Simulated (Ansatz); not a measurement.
## Worked example: C2H6GeS2 + CHF3 → CH4GeS2 + C2H3F3

Species: C2H6GeS2 `C[S][Ge][S]C`, singlet; CHF3 (trifluoromethane) `FC(F)F`, singlet; CH4GeS2 `C[S][Ge][SH]`, singlet; C2H3F3 (1,1,1-trifluoroethane) `CC(F)(F)F`, singlet. The partners trade CH3 for H: S–CH3 and C–H bonds give way to S–H and C–CH3.

Shapes, held fixed at every level: PBE0-D4/def2-TZVP. Flexible molecules stand in one conformer, not always the lowest. Programs: Ansatz 0.2.0. Electronic energies: no zero-point or thermal term.

At CCSD(T)/def2-TZVPP; 1 Eh = 2625.50 kJ/mol:

| species | energy (Eh) |
| --- | --- |
| C2H6GeS2 | -2950.794281 |
| CHF3 | -337.866770 |
| CH4GeS2 | -2911.558189 |
| C2H3F3 | -377.118282 |

Q: Work out ΔE of the reaction at this level.

A: 
1. Products less reactants: (-2911.558189) + (-377.118282) − [(-2950.794281) + (-337.866770)] = -0.015420 Eh = -40.5 kJ/mol.

Other levels give -50.5 (HF/def2-TZVPP) to -35.3 kJ/mol (MP2/def2-TZVPP). No measured value is set beside it here. Relativity is left out for Ge unless named. Correlated rows may include outer-core shells of Ge, which these sets cover unevenly.
